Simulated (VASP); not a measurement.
# HfN (F-43m) in VASP: further runs

Runs on HfN. Level: PBEsol. Tasks: single point.

All numbers are computed with VASP 6.6.1; they aren't measurements. Logs are shortened: lines on timing, memory, paths and dates and some standing lists are left out, and cuts for length are marked.

**1. The structure**

Symmetry: F-43m, No. 216, cubic system. Conventional cell: a = 4.910 Å, b = 4.910 Å, c = 4.910 Å, α = 90.00°, β = 90.00°, γ = 90.00°. Hf (site symmetry -43m) is surrounded by 4 N at 2.13 Å. Around N (site symmetry -43m) lie 4 Hf at 2.13 Å.

The cell comes from a database or a generator and needn't be the stable form of this composition.

**2. Single point, PBEsol**

Contents of INCAR:

```
SYSTEM = HfN
PREC = Accurate ; ENCUT = 520
EDIFF = 1E-7 ; ISMEAR = 0
SIGMA = 0.05 ; LREAL = .False.
LASPH = .True. ; NELM = 100
ALGO = Normal ; ISIF = 2
LWAVE = .False. ; LCHARG = .False.
GGA = PS ; ADDGRID = .False.
```

Contents of KPOINTS:

```
Automatic mesh
0
Gamma
  5 5 5
  0 0 0
```

Contents of POSCAR:

```
HfN
1.0
    0.0000000000      2.4548220000      2.4548220000
    2.4548220000      0.0000000000      2.4548220000
    2.4548220000      2.4548220000      0.0000000000
Hf N
1 1
Direct
    0.0013890000     -0.0035870000      0.0084710000
    0.2560200000      0.2829830000      0.2320270000
```

Potentials or basis: VASP PAW PBE potentials, release 64 (Hf_pv, N).

Started as:

```console
$ cat potpaw_PBE.64/Hf_pv/POTCAR potpaw_PBE.64/N/POTCAR > POTCAR
$ mpirun -np 1 vasp_std > vasp.out
```

OUTCAR:

```text
SYSTEM = HfN
   PREC = Accurate
   ENCUT = 520
   EDIFF = 1E-7
   ISMEAR = 0
   LREAL = .False.
   LASPH = .True.
   NELM = 100
   ISIF = 2
   GGA = PS

 Found     63 irreducible k-points:

 Following reciprocal coordinates:
            Coordinates               Weight
  0.000000  0.000000  0.000000      1.000000
  0.200000  0.000000  0.000000      2.000000
  0.000000  0.200000  0.000000      2.000000
  0.000000  0.000000  0.200000      2.000000
  0.200000  0.200000  0.200000      2.000000
  0.400000  0.000000  0.000000      2.000000
   k-points           NKPTS =     63   k-points in BZ     NKDIM =     63   number of bands    NBANDS=     11
   number of dos      NEDOS =    301   number of ions     NIONS =      2
   total plane-waves  NPLWV =  21952
   dimension x,y,z NGX =    28 NGY =   28 NGZ =   28
   dimension x,y,z NGXF=    56 NGYF=   56 NGZF=   56
   ions per type =               1   1
   NGX,Y,Z   is equivalent  to a cutoff of  13.41, 13.41, 13.41 a.u.
   NGXF,Y,Z  is equivalent  to a cutoff of  26.82, 26.82, 26.82 a.u.
 SYSTEM =  HfN
   PREC   = accura    normal or accurate (medium, high low for compatibility)
   ISTART =      0    job   : 0-new  1-cont  2-samecut
   ICHARG =      2    charge: 1-file 2-atom 10-const
   ISPIN  =      1    spin polarized calculation?
   LNONCOLLINEAR =      F non collinear calculations
   LSORBIT =      F    spin-orbit coupling
   LASPH  =      T    aspherical Exc in radial PAW
   ENCUT  =  520.0 eV  38.22 Ry    6.18 a.u.   6.45  6.45  6.45*2*pi/ulx,y,z
   NELM   =    100;   NELMIN=  2; NELMDL= -5     # of ELM steps
   EDIFF  = 0.1E-06   stopping-criterion for ELM
   LREAL  =      F    real-space projection
   EDIFFG = 0.1E-05   stopping-criterion for IOM
   NSW    =      0    number of steps for IOM
   IBRION =     -1    ionic relax: 0-MD 1-quasi-New 2-CG
   NFREE  =      0    steps in history (QN), initial steepest desc. (CG)
   ISIF   =      2    stress and relaxation
   ISYM   =      2    0-nonsym 1-usesym 2-fastsym
   POTIM  = 0.5000    time-step for ionic-motion
   TEBEG  =    0.0;   TEEND  =   0.0 temperature during run
   PSTRESS=    0.0 pullay stress
   NELECT =      15.0000    total number of electrons
   NUPDOWN=      -1.0000    fix difference up-down
   EMIN   =  10.00;   EMAX   =-10.00  energy-range for DOS
   EFERMI =   0.00;   METHOD = LEGACY
   ISMEAR =     0;   SIGMA  =   0.05  broadening in eV -4-tet -1-fermi 0-gaus
   EFERMI_NEDOS =   21; number of points for ismear=-14 and -15
   IALGO  =     38    algorithm
   IMIX   =      4    mixing-type and parameters
     AMIX     =   0.40;   BMIX     =  1.00
     AMIX_MAG =   1.60;   BMIX_MAG =  1.00
  volume/ion in A,a.u.               =      14.79        99.83
  Fermi-wavevector in a.u.,A,eV,Ry     =   1.305395  2.466839 23.185087  1.704056
  Thomas-Fermi vector in A             =   2.436267
   LORBIT       =      0    0 simple, 1 ext, 2 COOP (PROOUT), +10 PAW based schemes
   GGA     = PS    functional components
   LHFCALC =     F    Hartree Fock is set to
   AEXX    =    0.0000 exact exchange contribution
   IVDW    =     0    specifies the selected vdW correction
   LEPSILON=     F    determine dielectric tensor
   LRPA    =     F    only Hartree local field effects (RPA)
 non-spin polarized calculation
 Gauss-broadening in eV      SIGMA  =   0.05
  energy-cutoff  :      520.00
  volume of cell :       29.59
 maximum number of plane-waves:       821
 NGX is ok and might be reduce to    28
   NGX = 13   NGY = 13   NGZ = 13

 number of electron      15.0000000 magnetization

 Free energy of the ion-electron system (eV)
  ---------------------------------------------------
  ext. energy  EPLUGINS =         0.00000000
  ---------------------------------------------------
  free energy    TOTEN  =       -22.14218208 eV

  energy without entropy =      -22.14111796  energy(sigma->0) =      -22.14165002

 E-fermi :   5.6293     XC(G=0): -11.3926

 val. band max:        5.6064449368   @ k =   0.2000  -0.2000  -0.2000
 cond. band min:       5.6642358121   @ k =   0.4000   0.4000   0.2000
 fundamental gap:      0.0577908753
 Fermi energy:         5.6292514977

 k-point     1 :       0.0000    0.0000    0.0000
  band No.  band energies     occupation
      1     -25.4495      2.00000
      2     -25.4455      2.00000
      3     -25.4414      2.00000
      4     -10.4966      2.00000
      5       0.0106      2.00000
      6       0.1550      2.00000
      7       0.3180      2.00000
      8       4.8442      2.00000
      9       7.7798      0.00000
     10       7.7964      0.00000
     11      11.5608      0.00000

 k-point     2 :       0.2000    0.0000    0.0000
  band No.  band energies     occupation
      1     -25.6171      2.00000
      2     -25.4723      2.00000
      3     -25.4628      2.00000
      4     -10.0653      2.00000
      5      -0.4212      2.00000
      6       0.3908      2.00000
      7       0.4789      2.00000
      8       6.3985      0.00000
      9       7.4091      0.00000
     10       7.4757      0.00000
     11      11.4857      0.00000

 k-point     3 :       0.0000    0.2000    0.0000
  band No.  band energies     occupation
      1     -25.6315      2.00000
      2     -25.4692      2.00000
      3     -25.4641      2.00000
      4     -10.0146      2.00000
      5      -0.4932      2.00000
      6       0.5099      2.00000
      7       0.5838      2.00000
      8       6.3578      0.00000
      9       7.2806      0.00000
     10       7.3285      0.00000
     11      11.9308      0.00000

 k-point     4 :       0.0000    0.0000    0.2000
  band No.  band energies     occupation
      1     -25.6032      2.00000
      2     -25.4712      2.00000
      3     -25.4657      2.00000
      4     -10.1154      2.00000
      5      -0.3024      2.00000
      6       0.2871      2.00000
      7       0.3218      2.00000
      8       6.5493      0.00000
      9       7.4790      0.00000
     10       7.5677      0.00000
     11      10.9778      0.00000

 k-point     5 :       0.2000    0.2000    0.2000
  band No.  band energies     occupation
      1     -25.6117      2.00000
      2     -25.4709      2.00000
      3     -25.4621      2.00000
      4     -10.0969      2.00000
      5      -0.3564      2.00000
      6       0.3230      2.00000
      7       0.3956      2.00000
      8       6.4800      0.00000
      9       7.4281      0.00000
     10       7.5668      0.00000
     11      11.1554      0.00000

 k-point     6 :       0.4000    0.0000    0.0000
  band No.  band energies     occupation
      1     -25.8805      2.00000
      2     -25.5103      2.00000
      3     -25.4958      2.00000
      4      -9.4485      2.00000
      5      -0.2914      2.00000
      6       0.6225      2.00000
      7       0.8666      2.00000
      8       7.2395      0.00000
      9       7.6222      0.00000
     10       8.2472      0.00000
     11       9.9993      0.00000

 [... further k-points ...]
[... 5 lines left out ...]
  --------------------------------------------------------------------------------------
  -------------------------------------------------------------------------------------
  Total       -0.7776036     -0.7768587     -0.8055113     -0.9335526     -0.3783103      0.5827712
  in kB      -42.1093766    -42.0690378    -43.6206587    -50.5544473    -20.4865470     31.5586644
  external PRESSURE =     -42.5996910 kB  Pullay stress =       0.0000000 kB

 VOLUME and BASIS-vectors are now :
 -----------------------------------------------------------------------------
  energy-cutoff  :      520.00
  volume of cell :       29.59
      direct lattice vectors                 reciprocal lattice vectors
     0.000000000  2.454822000  2.454822000    -0.203680756  0.203680756  0.203680756
     2.454822000  0.000000000  2.454822000     0.203680756 -0.203680756  0.203680756
     2.454822000  2.454822000  0.000000000     0.203680756  0.203680756 -0.203680756

 POSITION                                       TOTAL-FORCE (eV/Angst)
 -----------------------------------------------------------------------------------
      2.46681      0.02420      2.44943         0.334238     -0.608556      0.838213
      1.26426      1.19807      1.32316        -0.334238      0.608556     -0.838213
 -----------------------------------------------------------------------------------
    total drift:                                0.000067     -0.000073     -0.000005

  FREE ENERGIE OF THE ION-ELECTRON SYSTEM (eV)
  ---------------------------------------------------
  free  energy   TOTEN  =       -22.1421820822 eV

  energy  without entropy=      -22.1411179576  energy(sigma->0) =      -22.14165002
```

Wall time 13 s (1 thread of Intel Xeon 6975P-C (Granite Rapids), shared host); peak memory 0.16 GiB.

These settings aren't checked as converged: the numbers below hold their error.

What came out:

```
Free energy            : -22.1422 eV
Pressure               : -4.3 GPa
Largest force          : 1.088 eV/Å
Band gap on the k mesh : none (metal or under the smearing width)
```

Caveat: the k mesh is coarse (spacing up to 0.44 Å⁻¹), so the values aren't converged; the PAW data sets were made with another functional, which shifts forces and pressure a little.

**3. Single point, PBEsol**

INCAR, as its differences from that of step 2:

```diff
@@ -1,3 +1,3 @@
 SYSTEM = HfN
-PREC = Accurate ; ENCUT = 520
+PREC = Accurate ; ENCUT = 650
 EDIFF = 1E-7 ; ISMEAR = 0
```

KPOINTS is that of step 2.

Contents of POSCAR:

```
HfN
1.0
    0.0000000000      2.4548220000      2.4548220000
    2.4548220000      0.0000000000      2.4548220000
    2.4548220000      2.4548220000      0.0000000000
Hf N
1 1
Direct
    0.0000000000      0.0000000000      0.0000000000
    0.2500000000      0.2500000000      0.2500000000
```

Potentials or basis: VASP PAW PBE potentials, release 64 (Hf_pv, N).

Started as:

```console
$ cat potpaw_PBE.64/Hf_pv/POTCAR potpaw_PBE.64/N/POTCAR > POTCAR
$ mpirun -np 1 vasp_std > vasp.out
```

Run time: 5.4 s. Hardware: 1 thread of Intel Xeon 6975P-C (Granite Rapids), shared host; peak memory 0.16 GiB.

These settings aren't checked as converged: the numbers below hold their error.

What came out:

```yaml
Free_energy: -22.1885 eV
Pressure: -5.7 GPa
Band_gap_on_the_k_mesh: none (metal or under the smearing width)
```

Caveat: the k mesh is coarse (spacing up to 0.44 Å⁻¹), so the values aren't converged; the PAW data sets were made with another functional, which shifts forces and pressure a little.

**4. Single point, PBEsol**

INCAR is that of step 3.

KPOINTS is that of step 3.

Contents of POSCAR:

```
HfN
1.0
    0.0000000000      2.4548220000      2.4548220000
    2.4548220000      0.0000000000      2.4548220000
    2.4548220000      2.4548220000      0.0000000000
Hf N
1 1
Direct
    0.0013890000     -0.0035870000      0.0084710000
    0.2560200000      0.2829830000      0.2320270000
```

Started as:

```console
$ cat potpaw_PBE.64/Hf_pv/POTCAR potpaw_PBE.64/N/POTCAR > POTCAR
$ mpirun -np 1 vasp_std > vasp.out
```

It took 20 s on 1 thread of Intel Xeon 6975P-C (Granite Rapids), shared host; peak memory 0.19 GiB.

These settings aren't checked as converged: the numbers below hold their error.

Results:

- Free energy: -22.1461 eV
- Pressure: -4.4 GPa
- Largest force: 1.087 eV/Å
- Band gap on the k mesh: none (metal or under the smearing width)

Caveat: the k mesh is coarse (spacing up to 0.44 Å⁻¹), so the values aren't converged; the PAW data sets were made with another functional, which shifts forces and pressure a little.

**5. Single point, PBEsol**

INCAR, as its differences from that of step 4:

```diff
@@ -1,3 +1,3 @@
 SYSTEM = HfN
-PREC = Accurate ; ENCUT = 650
+PREC = Accurate ; ENCUT = 280
 EDIFF = 1E-7 ; ISMEAR = 0
```

Contents of KPOINTS:

```
Automatic mesh
0
Gamma
  8 8 8
  0 0 0
```

Contents of POSCAR:

```
HfN
1.0
    0.0000000000      2.4548220000      2.4548220000
    2.4548220000      0.0000000000      2.4548220000
    2.4548220000      2.4548220000      0.0000000000
Hf N
1 1
Direct
    0.0000000000      0.0000000000      0.0000000000
    0.2500000000      0.2500000000      0.2500000000
```

Started as:

```console
$ cat potpaw_PBE.64/Hf_pv/POTCAR potpaw_PBE.64/N/POTCAR > POTCAR
$ mpirun -np 1 vasp_std > vasp.out
```

Run time: 4.1 s. Hardware: 1 thread of Intel Xeon 6975P-C (Granite Rapids), shared host; peak memory 0.12 GiB.

The run converged, but a check on its numbers failed (symmetry, net force, bounds or a known fault of this set-up), so they aren't taken as properties of the crystal.

Caveat: the cutoff lies under the usual one of these potentials, so the numbers hold a large basis-set error; the PAW data sets were made with another functional, which shifts forces and pressure a little.
